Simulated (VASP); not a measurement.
Wanted: the native input for a VASP 6.6.1 run.

- Task: single point
- Functional: RPBE
- Potentials or basis: VASP PAW PBE potentials, release 64 (Ag)
- Cutoff: 520 eV
- k mesh: 10 × 10 × 10
- Occupations: fermi-dirac, width 0.1 eV
- Spin: no spin polarisation
- Dipole correction: no
- Further INCAR settings: ALGO = Normal; EDIFF = 1e-07; NBANDS = 18

The structure of Ag lies in POSCAR:

```
Ag
1.0
    0.0000000000      3.0554291468      3.0554291468
    3.0554291468      0.0000000000      3.0554291468
    3.0554291468      3.0554291468      0.0000000000
Ag
2
Direct
    0.1250000000      0.1250000000      0.1250000000
    0.8750000000      0.8750000000      0.8750000000
```

This isn't the form of Ag at room conditions, which is fcc.

One way to write it, as run:

INCAR

```
SYSTEM = Ag
PREC = Accurate ; ENCUT = 520
EDIFF = 1E-7 ; ISMEAR = -1
SIGMA = 0.1 ; LREAL = .FALSE.
LASPH = .TRUE. ; NELM = 100
ALGO = Normal ; ISIF = 2
LWAVE = .FALSE. ; LCHARG = .FALSE.
GGA = RP ; NBANDS = 18
```

KPOINTS

```
Automatic mesh
0
G
  10 10 10
  0 0 0
```

Potentials or basis: VASP PAW PBE potentials, release 64 (Ag).

Command:

```bash
$ cat potpaw_PBE.64/Ag/POTCAR > POTCAR
$ mpirun -np 1 vasp_std > vasp.out
```

It gave:

* Pressure: 4.0 GPa
* Band gap on the k mesh: none (metal or under the smearing width)

Caveat: the PAW data sets were made with another functional, which shifts forces and pressure a little.

Wall time 26 s on 1 thread of Intel(R) Xeon(R) Platinum 8488C (Sapphire Rapids), with other jobs on the host, peak memory 0.19 GiB.
